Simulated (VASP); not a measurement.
Runs of VASP 6.6.1 on Se. Symmetry: P3_121, No. 152, trigonal system. Conventional cell: a = 4.366 Å, b = 4.366 Å, c = 4.954 Å, α = 90.00°, β = 90.00°, γ = 120.00°. Se (site symmetry 2) is surrounded by 2 Se at 2.37 Å. 

```csv
level,k mesh,cutoff (eV),mesh quality,gap on the mesh (eV),pressure (GPa),relaxed volume (Å³/atom),largest force (eV/Å)
PBE+D3(BJ),9 × 9 × 6,600,not flagged,(a),0.0,24.48,-
rev-vdW-DF2,9 × 9 × 6,600,not flagged,0.52,0.0,25.29,-
r2SCAN,9 × 9 × 6,600,not flagged,1.32,0.0,(b),0.01
PBEsol,9 × 9 × 6,600,not flagged,0.41,0.0,24.08,-
PBE,5 × 5 × 3,300,coarse,1.65,0.0,30.22,0.01
```

Alike in all rows: task relaxation of cell and atoms; potentials or basis VASP PAW PBE potentials, release 64 (Se); no spin polarisation; cell relaxed; smearing gaussian 0.03 eV.

Estimate the missing entries.

(a) 0.51; (b) 29.21.

Caveats: some runs use coarse meshes; an odd mesh through Γ misses points on the zone boundary, where band edges often lie; the PAW data sets were made with another functional, which shifts forces and pressure a little (some runs); the volume moved by -10 % from the deposited cell, more than functionals usually miss (some runs); the volume moved by -12 % from the deposited cell, more than functionals usually miss (some runs); the volume moved by +11 % from the deposited cell, more than functionals usually miss (some runs).

A k mesh can miss the band edges, and the runs leave out spin-orbit coupling on Se.

Not every run made on this cell is shown here.
